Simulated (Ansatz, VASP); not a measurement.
**Ge2N in VASP and in Ansatz**

```
Ge N
1.0
     4.24186    0.00000    0.00000
    -2.12093    3.67356    0.00000
     0.00000    0.00000    2.93733
Ge N
2 1
Direct
  0.33333 0.66667 0.50000
  0.66667 0.33333 0.50000
  0.00000 0.00000 0.00000
```

Alike in both runs: functional PBE; k mesh 6 × 6 × 6; occupations gaussian, width 0.1 eV; no spin polarisation.

Ansatz relaxed the structure, and its values are those at the end. VASP's run is a single point on that final structure, the one shown.

|  | VASP | Ansatz |
| --- | --- | --- |
| version | VASP 6.6.1 | Ansatz 0.2.0 |
| potentials or method | VASP PAW PBE potentials, release 64 (Ge_d, N) | scalar-relativistic, plane waves, PAW |
| plane-wave cutoff (eV) | 520 | 420 |
| valence electrons in the cell | 33 | 33 |

```tsv
	VASP	Ansatz	Ansatz less VASP
gap on the k mesh at the Fermi level (eV)	none	none	-
pressure (GPa)	0.0	0.0	-0.02
```

A gap of «none» marks a metal or a gap that the smearing closes.
